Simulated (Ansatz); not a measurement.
**Cu: equation of state with LDA**

Crystal: Cu.

```xyz
1
Lattice="0.0000 1.8075 1.8075 1.8075 0.0000 1.8075 1.8075 1.8075 0.0000" Properties=species:S:1:pos:R:3 pbc="T T T"
Cu    0.0000    0.0000    0.0000
```

```yaml
Program: Ansatz 0.2.0
Task: equation of state
Functional: LDA
Potentials_or_basis: all-electron LAPW, scalar-relativistic
Basis_error_allowed: 0.001 eV/atom
k_mesh: 13 × 13 × 13
Occupations: fermi-dirac, width 0.05 eV
Spin: no spin polarisation
```

The equilibrium volume is 10.88 Å³/atom (rough: see the caveat). The bulk modulus is 190 GPa (rough).

Energy against volume, from the lowest point:
| volume (Å³/atom) | energy (meV/atom) |
| --- | --- |
| 11.102 | 0.00 |
| 11.338 | 7.94 |
| 11.574 | 20.61 |
| 11.810 | 37.42 |
| 12.047 | 57.85 |
| 12.283 | 81.42 |
| 12.519 | 107.80 |

All runs of the series together: 37 s on 1 thread of Intel(R) Xeon(R) Platinum 8488C (Sapphire Rapids), with other jobs on the host.

Caveat: the minimum lies outside the volumes run.
